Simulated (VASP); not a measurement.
# Vibrations of SiC (Moissanite) at several levels of theory, part 3 of 4

How much do the zone-centre frequencies of SiC (Moissanite) depend on the functional? The starting structure is a measured crystal structure from the Crystallography Open Database.

VASP 6.6.1.

Results so far: LDA B1 (2) 840.5 cm⁻¹; LDA at the measured cell B1 (2) 824.0 cm⁻¹.

## Step 4: Modes with PBEsol

Level of this step: PBEsol; plane waves and PAW (Si, C) (VASP).

PBEsol restores the gradient expansion of exchange and is tuned for the cells of solids. The cell comes from a relaxation at this level, not shown (41.42 Å³).

Input file INCAR:

```
SYSTEM = SiC
PREC = Accurate
ENCUT = 520
EDIFF = 1E-08
NELM = 100
ISMEAR = 0
SIGMA = 0.03
LREAL = .FALSE.
ALGO = Normal
GGA = PS
NBANDS = 14
LORBIT = 11
LWAVE = .FALSE.
LCHARG = .FALSE.
KPAR = 8
IBRION = 8
LEPSILON = .TRUE.
LPEAD = .TRUE.
ISIF = 2
```

Input file POSCAR:

```
SiC
1.0
    3.0775170535      0.0000000000      0.0000000000
   -1.5387585268      2.6652079489      0.0000000000
    0.0000000000      0.0000000000      5.0504044893
Si C
2 2
Direct
    0.6666666667      0.3333333333      0.5045926150
    0.3333333333      0.6666666667      0.0045926150
    0.6666666667      0.3333333333      0.8804073850
    0.3333333333      0.6666666667      0.3804073850
```

Input file KPOINTS:

```
Automatic mesh
0
Gamma
12 12 6
0 0 0
```

Potentials, in the order of the species: Si and C (PBE family, release 64).

Launch:

```bash
$ mpirun -np 8 vasp_std
```

Output:

```text
[banner, memory and clock lines left out]
running    8 mpi-ranks, on    1 nodes
[...]
[... a notice as in an earlier step ...]

|                                                                             |
|               ----> ADVICE to this user running VASP <----                  |
|                                                                             |
|     You enforced a specific xc type in the INCAR file but a different       |
|     [... a line on the potential file left out ...]
|     I HOPE YOU KNOW WHAT YOU ARE DOING!                                     |
|                                                                             |

 LDA part: xc-table for (Slater+PW92), standard interpolation
 POSCAR, INCAR and KPOINTS ok, starting setup
[...]
entering main loop
       N       E                     dE             d eps       ncg     rms          rms(c)
DAV:   1     0.294533570457E+02    0.29453E+02   -0.73292E+03  2128   0.102E+03
DAV:   2    -0.324418691864E+02   -0.61895E+02   -0.56028E+02  2968   0.171E+02
[...]
RMM:  12    -0.125263565651E+00   -0.86591E-08    0.66981E-09 20398   0.353E-06    0.365E-07
 first order change of Fermi-energy  -0.25370E-04
 force on displaced ion       3 direction 1 : -19.352   0.000  -0.000
 Born effective charge ion    3 direction 1 :  -2.664  -0.000  -0.000
 Linear response progress:
  Degree of freedom:   4/  4
       N       E                     dE             d eps       ncg     rms          rms(c)
RMM:   1    -0.139323321034E+00   -0.13932E+00    0.86510E-02  6014   0.211E+00
RMM:   2    -0.134544715890E+00    0.47786E-02   -0.16394E-03  4599   0.442E-01    0.212E-01
RMM:   3    -0.134276415357E+00    0.26830E-03   -0.21451E-03  4731   0.228E-01    0.105E-01
RMM:   4    -0.134858348567E+00   -0.58193E-03   -0.48863E-04  4733   0.113E-01    0.378E-02
[...]
RMM:  11    -0.135051419327E+00   -0.55929E-07    0.10641E-07  5330   0.342E-05    0.436E-06
RMM:  12    -0.135051398282E+00    0.21045E-07    0.35954E-08  5168   0.906E-06    0.161E-06
RMM:  13    -0.135051398389E+00   -0.10684E-09    0.79189E-09  4870   0.294E-06    0.709E-07
 first order change of Fermi-energy  -0.26018E+00
 force on displaced ion       3 direction 3 :   0.000  -0.000 -24.067
 Born effective charge ion    3 direction 3 :   0.000   0.000  -2.866
 Born effective charges drift removed
 Linear response finished
```

It took 11 min on 8 MPI ranks of AMD EPYC 7R43, shared host; peak memory 5.3 GiB.

Parts of OUTCAR (step 4):

```text
  Total        0.0038100      0.0038100      0.0010761     -0.0000000     -0.0000000      0.0000000
  in kB        0.1473578      0.1473578      0.0416201     -0.0000000     -0.0000000      0.0000000
  external PRESSURE =       0.1121119 kB  Pullay stress =       0.0000000 kB

 POSITION                                       TOTAL-FORCE (eV/Angst)
 -----------------------------------------------------------------------------------
      1.53876      0.88840      2.54840         0.000000      0.000000      0.000750
     -0.00000      1.77681      0.02319        -0.000000     -0.000000      0.000750
      1.53876      0.88840      4.44641        -0.000000      0.000000     -0.000750
     -0.00000      1.77681      1.92121         0.000000     -0.000000     -0.000750
 -----------------------------------------------------------------------------------
    total drift:                               -0.000000     -0.000000     -0.000113

 MACROSCOPIC STATIC DIELECTRIC TENSOR (including local field effects in DFT)
 ------------------------------------------------------
           7.010939    -0.000000     0.000000
          -0.000000     7.010939     0.000000
           0.000000     0.000000     7.385954
 ------------------------------------------------------

 MACROSCOPIC STATIC DIELECTRIC TENSOR IONIC CONTRIBUTION
 ------------------------------------------------------
           3.206729    -0.000000     0.000000
          -0.000000     3.206729     0.000000
           0.000000     0.000000     4.007659
 ------------------------------------------------------

[... 1 part as in an earlier step ...]

[... 1 further part left out ...]
```

With PBEsol the modes are at the top B1 (2) 827.1, E1 790.6 cm⁻¹, at the bottom B1 (1) 590.0, E2 (1) 253.3 cm⁻¹, with 2 more of the listed ones between; the largest shift is -13.4 cm⁻¹, in B1 (2), from LDA.

## Step 5: Modes with PBE

PBE, the usual starting point, adds the gradient of the density. The cell comes from a relaxation at this level, not shown (42.00 Å³).

Changes to INCAR since step 4:

```diff
@@ -9,3 +9,3 @@
 ALGO = Normal
-GGA = PS
+GGA = PE
 NBANDS = 14
```

Input file POSCAR:

```
SiC
1.0
    3.0917132500      0.0000000000      0.0000000000
   -1.5458566250      2.6775022157      0.0000000000
    0.0000000000      0.0000000000      5.0740574392
Si C
2 2
Direct
    0.6666666667      0.3333333333      0.5045835713
    0.3333333333      0.6666666667      0.0045835713
    0.6666666667      0.3333333333      0.8804164287
    0.3333333333      0.6666666667      0.3804164287
```

KPOINTS is that of step 4.

Launch:

```bash
$ mpirun -np 8 vasp_std
```

Output:

```text
[banner, memory and clock lines left out]
running    8 mpi-ranks, on    1 nodes
[...]
[... a notice as in an earlier step ...]

 LDA part: xc-table for (Slater+PW92), standard interpolation
 POSCAR, INCAR and KPOINTS ok, starting setup
[...]
entering main loop
       N       E                     dE             d eps       ncg     rms          rms(c)
DAV:   1     0.288479872520E+02    0.28848E+02   -0.72627E+03  2128   0.102E+03
DAV:   2    -0.308811995326E+02   -0.59729E+02   -0.54348E+02  3042   0.171E+02
DAV:   3    -0.337235429156E+02   -0.28423E+01   -0.28282E+01  2908   0.352E+01
DAV:   4    -0.337506326775E+02   -0.27090E-01   -0.27084E-01  2470   0.414E+00
[...]
DAV:  14    -0.301102561645E+02   -0.41531E-07   -0.10613E-08  2184   0.792E-04    0.121E-03
DAV:  15    -0.301102561291E+02    0.35391E-07   -0.13195E-08  1850   0.776E-04    0.738E-05
DAV:  16    -0.301102561233E+02    0.58094E-08   -0.23136E-09  1310   0.368E-04
   1 F= -.30110256E+02 E0= -.30110256E+02  d E =-.436236E-19
[...]
RMM:  12    -0.125459500619E+00   -0.91013E-08    0.21688E-09 21310   0.342E-06    0.414E-07
 first order change of Fermi-energy  -0.26436E-04
 force on displaced ion       3 direction 1 : -18.750   0.000  -0.000
 Born effective charge ion    3 direction 1 :  -2.651  -0.000  -0.000
 Linear response progress:
  Degree of freedom:   4/  4
       N       E                     dE             d eps       ncg     rms          rms(c)
RMM:   1    -0.139164168928E+00   -0.13916E+00    0.89291E-02  6036   0.212E+00
RMM:   2    -0.134393836921E+00    0.47703E-02   -0.14812E-03  4600   0.442E-01    0.210E-01
RMM:   3    -0.134224139345E+00    0.16970E-03   -0.21307E-03  4705   0.227E-01    0.105E-01
RMM:   4    -0.134850938092E+00   -0.62680E-03   -0.49986E-04  4737   0.114E-01    0.377E-02
[...]
RMM:  11    -0.135066386385E+00   -0.98909E-07    0.16401E-08  5223   0.454E-05    0.547E-06
RMM:  12    -0.135066357755E+00    0.28630E-07   -0.28311E-09  5249   0.111E-05    0.210E-06
RMM:  13    -0.135066361354E+00   -0.35986E-08    0.22897E-09  4876   0.373E-06    0.652E-07
 first order change of Fermi-energy   0.35877E+00
 force on displaced ion       3 direction 3 :  -0.000   0.000 -23.417
 Born effective charge ion    3 direction 3 :   0.000  -0.000  -2.849
 Born effective charges drift removed
 Linear response finished
```

Elapsed: 11 min, on 8 MPI ranks; peak memory 5.6 GiB.

Parts of OUTCAR (step 5):

```text
  Total       -0.0013262     -0.0013262     -0.0024359      0.0000000      0.0000000      0.0000000
  in kB       -0.0505864     -0.0505864     -0.0929142      0.0000000      0.0000000      0.0000000
  external PRESSURE =      -0.0646957 kB  Pullay stress =       0.0000000 kB

 POSITION                                       TOTAL-FORCE (eV/Angst)
 -----------------------------------------------------------------------------------
      1.54586      0.89250      2.56029         0.000000      0.000000     -0.000083
     -0.00000      1.78500      0.02326        -0.000000      0.000000     -0.000083
      1.54586      0.89250      4.46728        -0.000000     -0.000000      0.000083
     -0.00000      1.78500      1.93025        -0.000000      0.000000      0.000083
 -----------------------------------------------------------------------------------
    total drift:                               -0.000000      0.000000     -0.000066

 MACROSCOPIC STATIC DIELECTRIC TENSOR (including local field effects in DFT)
 ------------------------------------------------------
           6.941502     0.000000     0.000000
           0.000000     6.941502     0.000000
           0.000000     0.000000     7.308174
 ------------------------------------------------------

 MACROSCOPIC STATIC DIELECTRIC TENSOR IONIC CONTRIBUTION
 ------------------------------------------------------
           3.229892     0.000000    -0.000000
           0.000000     3.229892     0.000000
          -0.000000     0.000000     4.025943
 ------------------------------------------------------

[... 1 part as in an earlier step ...]

[... 1 further part left out ...]
```

With PBE the modes are at the top B1 (2) 816.7, E1 778.5 cm⁻¹, at the bottom B1 (1) 584.1, E2 (1) 257.1 cm⁻¹, with 2 more of the listed ones between; the largest shift is -23.8 cm⁻¹, in B1 (2), from LDA.

## Step 6: Modes with PBEsol + D3(BJ)

D3 with Becke-Johnson damping keeps a finite attraction at short range. The cell comes from a relaxation at this level, not shown (40.72 Å³).

Input file INCAR:

```
SYSTEM = SiC
PREC = Accurate
ENCUT = 520
EDIFF = 1E-08
NELM = 100
ISMEAR = 0
SIGMA = 0.03
LREAL = .FALSE.
ALGO = Normal
GGA = PS
IVDW = 12
NBANDS = 14
LORBIT = 11
LWAVE = .FALSE.
LCHARG = .FALSE.
KPAR = 8
IBRION = 6
NFREE = 2
POTIM = 0.015
NSW = 1
ISIF = 2
```

Input file POSCAR:

```
SiC
1.0
    3.0601711956      0.0000000000      0.0000000000
   -1.5300855978      2.6501859953      0.0000000000
    0.0000000000      0.0000000000      5.0210700615
Si C
2 2
Direct
    0.6666666667      0.3333333333      0.5046006643
    0.3333333333      0.6666666667      0.0046006643
    0.6666666667      0.3333333333      0.8803993357
    0.3333333333      0.6666666667      0.3803993357
```

KPOINTS is that of step 5.

Launch:

```bash
$ mpirun -np 8 vasp_std
```

Output:

```text
[banner, memory and clock lines left out]
running    8 mpi-ranks, on    1 nodes
[...]
[... a notice as in an earlier step ...]

 [... a notice as in an earlier step ...]

 LDA part: xc-table for (Slater+PW92), standard interpolation
 POSCAR, INCAR and KPOINTS ok, starting setup
[...]
entering main loop
       N       E                     dE             d eps       ncg     rms          rms(c)
DAV:   1     0.284265628586E+02    0.28427E+02   -0.73446E+03  2128   0.103E+03
DAV:   2    -0.326729059878E+02   -0.61099E+02   -0.55580E+02  2896   0.172E+02
DAV:   3    -0.354874669096E+02   -0.28146E+01   -0.28003E+01  2962   0.353E+01
DAV:   4    -0.355132551613E+02   -0.25788E-01   -0.25784E-01  2338   0.404E+00
[...]
DAV:  12    -0.318135313196E+02   -0.21703E-06   -0.23241E-06  2650   0.105E-02    0.289E-03
DAV:  13    -0.318135314567E+02   -0.13711E-06   -0.31977E-07  2860   0.342E-03    0.180E-03
DAV:  14    -0.318135314480E+02    0.86964E-08   -0.12084E-08  1886   0.853E-04
   1 F= -.32797417E+02 E0= -.32797417E+02  d E =-.342802E-20
[... from here on, the cycles between the ionic steps are left out ...]
   2 F= -.32795084E+02 E0= -.32795084E+02  d E =-.131082E-16
   3 F= -.32795084E+02 E0= -.32795084E+02  d E =-.131089E-16
   4 F= -.32794237E+02 E0= -.32794237E+02  d E =-.154487E-15
   5 F= -.32794331E+02 E0= -.32794331E+02  d E =-.284644E-24
   6 F= -.32795153E+02 E0= -.32795153E+02  d E =-.286010E-18
   7 F= -.32795153E+02 E0= -.32795153E+02  d E =-.283932E-18
   8 F= -.32794644E+02 E0= -.32794644E+02  d E =-.503188E-25
   9 F= -.32794562E+02 E0= -.32794562E+02  d E =-.509246E-16
 Finite differences progress:
  Degree of freedom:   4/  4
  Displacement:        2/  2
  Total:               8/  8
```

It took 3.3 min on 8 MPI ranks; peak memory 3.7 GiB.

From OUTCAR (step 6):

```text
 Edisp (eV)   -0.98389

 Edisp (eV)   -0.98388

  Total      -0.08068    -0.08068     0.17903    -0.00000     0.00000     0.00000
  in kB      -3.17421    -3.17421     7.04409    -0.00000     0.00000     0.00000
  external pressure =        0.23 kB  Pullay stress =        0.00 kB

 POSITION                                       TOTAL-FORCE (eV/Angst)
 -----------------------------------------------------------------------------------
      1.53009      0.88340      2.53364         0.000000      0.000000     -0.150241
     -0.00000      1.76679      0.02310         0.000000     -0.000000     -0.137880
      1.53009      0.88340      4.40555        -0.000000      0.000000      0.383944
     -0.00000      1.76679      1.91001        -0.000000     -0.000000     -0.095823
 -----------------------------------------------------------------------------------
    total drift:                               -0.000000     -0.000000     -0.000265

  FREE ENERGIE OF THE ION-ELECTRON SYSTEM (eV)
  ---------------------------------------------------
  free  energy   TOTEN  =       -32.7945620301 eV

  energy  without entropy=      -32.7945620301  energy(sigma->0) =      -32.79456203

[... 1 part as in an earlier step ...]

[... 2 further parts left out ...]
[key lines of the parts left out:]
E-fermi :   8.5650
```

The last energy, forces and stress in OUTCAR belong to the last displaced cell, not to that of POSCAR.

With PBEsol + D3(BJ) the modes are at the top B1 (2) 843.2, E1 805.7 cm⁻¹, at the bottom B1 (1) 599.0, E2 (1) 252.7 cm⁻¹, with 2 more of the listed ones between; the largest shift is +8.4 cm⁻¹, in E2 (2), from LDA.

## Step 7: Modes with r2SCAN

r2SCAN adds the kinetic-energy density, costs more than a GGA and is run with LASPH. The cell comes from a relaxation at this level, not shown (41.31 Å³).

Changes to INCAR since step 6:

```diff
@@ -9,4 +9,4 @@
 ALGO = Normal
-GGA = PS
-IVDW = 12
+METAGGA = R2SCAN
+LASPH = .TRUE.
 NBANDS = 14
```

Input file POSCAR:

```
SiC
1.0
    3.0744448266      0.0000000000      0.0000000000
   -1.5372224133      2.6625473223      0.0000000000
    0.0000000000      0.0000000000      5.0469696062
Si C
2 2
Direct
    0.6666666667      0.3333333333      0.5045987408
    0.3333333333      0.6666666667      0.0045987408
    0.6666666667      0.3333333333      0.8804012592
    0.3333333333      0.6666666667      0.3804012592
```

KPOINTS is that of step 6.

Launch:

```bash
$ mpirun -np 8 vasp_std
```

Output:

```text
[banner, memory and clock lines left out]
running    8 mpi-ranks, on    1 nodes
[...]
[... a notice as in an earlier step ...]

 [... a notice as in an earlier step ...]

 LDA part: xc-table for (None), standard interpolation
 POSCAR, INCAR and KPOINTS ok, starting setup
[...]
entering main loop
       N       E                     dE             d eps       ncg     rms          rms(c)
DAV:   1     0.203514886668E+02    0.20351E+02   -0.74914E+03  2128   0.106E+03
DAV:   2    -0.418366799041E+02   -0.62188E+02   -0.57026E+02  3032   0.178E+02
DAV:   3    -0.446266391268E+02   -0.27900E+01   -0.27758E+01  2920   0.355E+01
DAV:   4    -0.446516512070E+02   -0.25012E-01   -0.25007E-01  2452   0.407E+00
[...]
DAV:  12    -0.386379197418E+02   -0.95395E-06   -0.23840E-06  2698   0.126E-02    0.387E-03
DAV:  13    -0.386379196107E+02    0.13115E-06   -0.23073E-07  2818   0.308E-03    0.749E-04
DAV:  14    -0.386379196096E+02    0.11350E-08   -0.18300E-08  2156   0.986E-04
   1 F= -.38637920E+02 E0= -.38637920E+02  d E =-.208499E-22
[... from here on, the cycles between the ionic steps are left out ...]
   2 F= -.38635607E+02 E0= -.38635607E+02  d E =-.301345E-18
   3 F= -.38635607E+02 E0= -.38635607E+02  d E =-.301142E-18
   4 F= -.38634712E+02 E0= -.38634712E+02  d E =-.482336E-17
   5 F= -.38634796E+02 E0= -.38634796E+02  d E =-.370650E-11
   6 F= -.38635675E+02 E0= -.38635675E+02  d E =-.453954E-20
   7 F= -.38635675E+02 E0= -.38635675E+02  d E =-.454940E-20
   8 F= -.38635134E+02 E0= -.38635134E+02  d E =-.152395E-11
   9 F= -.38635061E+02 E0= -.38635061E+02  d E =-.177588E-17
 Finite differences progress:
  Degree of freedom:   4/  4
  Displacement:        2/  2
  Total:               8/  8
```

Run time: 15 min. Hardware: 8 MPI ranks; peak memory 3.6 GiB.

From OUTCAR (step 7):

```text
  Total       -0.0663166     -0.0663166      0.1409443      0.0000000      0.0000000      0.0000000
  in kB       -2.5718055     -2.5718055      5.4659199      0.0000000      0.0000000      0.0000000
  external PRESSURE =       0.1074363 kB  Pullay stress =       0.0000000 kB

 POSITION                                       TOTAL-FORCE (eV/Angst)
 -----------------------------------------------------------------------------------
      1.53722      0.88752      2.54669        -0.000000      0.000000     -0.136873
     -0.00000      1.77503      0.02321        -0.000000      0.000000     -0.148356
      1.53722      0.88752      4.42836         0.000000      0.000000      0.384504
     -0.00000      1.77503      1.91987         0.000000      0.000000     -0.099275
 -----------------------------------------------------------------------------------
    total drift:                                0.000000     -0.000000      0.000349

  FREE ENERGIE OF THE ION-ELECTRON SYSTEM (eV)
  ---------------------------------------------------
  free  energy   TOTEN  =       -38.6350611222 eV

  energy  without entropy=      -38.6350611222  energy(sigma->0) =      -38.63506112

[... 1 part as in an earlier step ...]

[... 2 further parts left out ...]
[key lines of the parts left out:]
E-fermi :   8.3430
```

With r2SCAN the modes are at the top B1 (2) 847.5, E1 802.3 cm⁻¹, at the bottom B1 (1) 604.2, E2 (1) 271.4 cm⁻¹, with 2 more of the listed ones between; the largest shift is +13.5 cm⁻¹, in E2 (1), from LDA.

[end of part 3 of 4]

[Lines on the potential files, build, host, timing and source positions are cut from VASP's logs without a mark.]

[Logs are printed without paths, hosts, clocks, repeated set-up lines and the standing remarks that a program may print on its own settings, such as how far it seeks lower states.]

[Hosts, paths, dates, database ids (printed as entryN), source tags and the programs' standing remarks are cut or masked in the printed files.]
